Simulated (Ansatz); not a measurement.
A run of Ansatz 0.2.0 is set up as follows.

Contents of input.yaml:

```yaml
crystal:
  lattice:
    - [2.7058, 0.0, 0.0]
    - [-1.3529, 2.3432915376, 0.0]
    - [0.0, 0.0, 4.2819]
  atoms:
    - { symbol: Ru, position: [0.6666666667, 0.3333333333, 0.75] }
    - { symbol: Ru, position: [0.3333333333, 0.6666666667, 0.25] }
kpoints:
  mp_grid: { grid: [11, 11, 6] }
scf:
  occupations: { method: fermi_dirac, width: 0.05 }
hamiltonian:
  xc: pbesol
  pseudopotentials: { kind: all_electron, lapw: { basis_error: 0.001 } }
output:
  forces: true
  stress: true
relax:
  f_tol: 0.005
  max_steps: 60
  cell: {}
```

Potentials or basis: all-electron LAPW, scalar-relativistic.

Run with:

```sh
$ ansatz run input.yaml --threads 1 --pin off --max-ram 3072MiB --backend cpu --events-out ev --progress --plain --runs-dir out
```

Q: Estimate the relaxed cell.

A: a = 2.689 Å, b = 2.689 Å, c = 4.254 Å, α = 90.00°, β = 90.00°, γ = 120.00°.

Q: What does it give for the relaxed volume?

A: 13.32 Å³/atom.

Final structure:
```yaml
crystal:
  lattice:
    - [2.68935, 0.00000, 0.00000]
    - [-1.34468, 2.32905, 0.00000]
    - [0.00000, 0.00000, 4.25391]
  atoms:
    - { symbol: Ru, position: [0.66667, 0.33333, 0.75000] }
    - { symbol: Ru, position: [0.33333, 0.66667, 0.25000] }
```
